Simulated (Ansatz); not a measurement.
**TiSi: elastic constants with PBEsol**

TiSi:

```xyz
2
Lattice="1.8162 -2.1176 0.0000 1.8162 2.1176 0.0000 0.0000 0.0000 3.8039" Properties=species:S:1:pos:R:3 pbc="T T T"
Ti    1.8162    0.0000    0.0000
Si    0.0000    0.0000    1.9020
```

The cell comes from a database or a generator and needn't be the stable form of this composition.

```
Program             : Ansatz 0.2.0
Task                : elastic constants
Functional          : PBEsol
Potentials or basis : Ansatz PAW
Cutoff              : 420 eV (not typed: the program's choice for these potentials)
k mesh              : 7 × 7 × 5
Occupations         : fermi-dirac, width 0.05 eV
Spin                : no spin polarisation
Atoms under strain  : relaxed
```

| Property | Result |
| --- | --- |
| Pressure | -4.5 GPa |
| Band gap on the k mesh | none (metal or under the smearing width) |
| Voigt bulk modulus | 130 GPa |

Stress tensor (GPa, compression positive):
```
-3.24  0.00  0.00
 0.00 -6.10  0.00
 0.00  0.00 -4.03
```

Levels at points of the mesh, in eV from the Fermi level:
```csv
k point,band 4,band 5,band 6,band 7,band 8,band 9,band 10,band 11,band 12
"(0.00, 0.00, 0.00)",-32.43,-11.72,-2.42,-1.67,-1.12,1.68,2.34,2.91,5.17
```

Elastic tensor in Voigt notation (GPa, in the Cartesian axes of the cell as first typed):
```
224  72 117   0   0   0
 69 188  70   0   0   0
117  72 244   0   0   0
  0   0   0  20   0   0
  0   0   0   0 139   0
  0   0   0   0   0  48
```

Run time: 9.5 s on 2 threads of Arm Neoverse V1 (shared host), peak memory 0.33 GiB.

Caveat: the cell is more than 3 GPa from zero pressure, which shifts response properties; elastic constants of metals need much finer meshes, so these are rough; the PAW data sets come from PBE, with cores solved anew for the run's functional, which leaves a small shift of forces and pressure.
